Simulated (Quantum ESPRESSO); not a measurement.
KMgF3 in Quantum ESPRESSO: the effect of functional

The system is KMgF3.

```
K Mg F
1.0
     3.98590    0.00000    0.00000
     0.00000    3.98590    0.00000
     0.00000    0.00000    3.98590
K Mg F
1 1 3
Direct
  0.50000 0.50000 0.50000
  0.00000 0.00000 0.00000
  0.00000 0.00000 0.50000
  0.00000 0.50000 0.00000
  0.50000 0.00000 0.00000
```

Alike in all runs:

* Program: Quantum ESPRESSO 7.5
* Task: phonons
* Cutoff: 612 eV
* Density cutoff: 4898 eV
* k mesh: 2 × 2 × 2, shifted
* Occupations: fermi-dirac, width 0.05 eV
* Spin: no spin polarisation

Each run relaxes the cell or the atoms first.

```tsv
functional	potentials or basis	relaxed volume (Å³/atom)	dielectric constant (mean)	highest phonon frequency (cm⁻¹)
LDA	GBRV 1.5 LDA	11.95	2.17	516
PBEsol	GBRV 1.5 PBEsol	12.69	2.12	463
AM05	GBRV 1.5 PBE	13.00	2.10	438
revPBE	GBRV 1.5 PBE	?	?	?
WC	GBRV 1.5 PBE	12.75	2.12	459
vdW-DF-cx	GBRV 1.5 PBE	12.92	2.09	458
```

What does the run with functional revPBE give?

Relaxed volume 13.87 Å³/atom; dielectric constant 2.03 mean; highest phonon frequency 390 cm⁻¹.

Caveats: all runs use coarse meshes; the potentials were made for another functional, which shifts forces and pressure (some runs).

Runs at the PBE level aren't shown here.
